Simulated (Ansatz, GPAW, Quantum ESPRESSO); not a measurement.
Mo: 4 runs at one level of theory

```
Mo
1.0
    -1.58381    1.58381    1.58381
     1.58381   -1.58381    1.58381
     1.58381    1.58381   -1.58381
Mo
1
Direct
  0.00000 0.00000 0.00000
```

Alike in all runs: task band structure; functional PBEsol; k mesh 12 × 12 × 12; occupations fermi-dirac, width 0.05 eV; no spin polarisation; no spin-orbit coupling. Pressure is positive in compression and, in plane waves, holds the error of the finite cutoff, which Ansatz's Pulay term estimates and takes out.

| program and potentials | plane-wave cutoff (eV) | notes | pressure (GPa) |
| --- | --- | --- | --- |
| Ansatz, Ansatz PAW | 420 | potentials made for PBE, which Ansatz adapts in part; Pulay term of +0.03 GPa included | -9.61 |
| Ansatz, all-electron LAPW, scalar-relativistic | - | - | -9.61 |
| Quantum ESPRESSO, PseudoDojo 0.4.1 SR PBEsol standard | 1088 | - | -9.26 |
| GPAW, PAW data sets generated for this functional | 600 | - | -9.97 |

The pressure spans -9.97 (GPAW, PAW data sets generated for this functional) to -9.26 GPa (Quantum ESPRESSO, PseudoDojo 0.4.1 SR PBEsol standard), with all-electron results at -9.61.

Differences between rows come from potentials, basis sets and numerical settings, since the functional is the same but for its coding. Runs on potential files found faulty are left out.
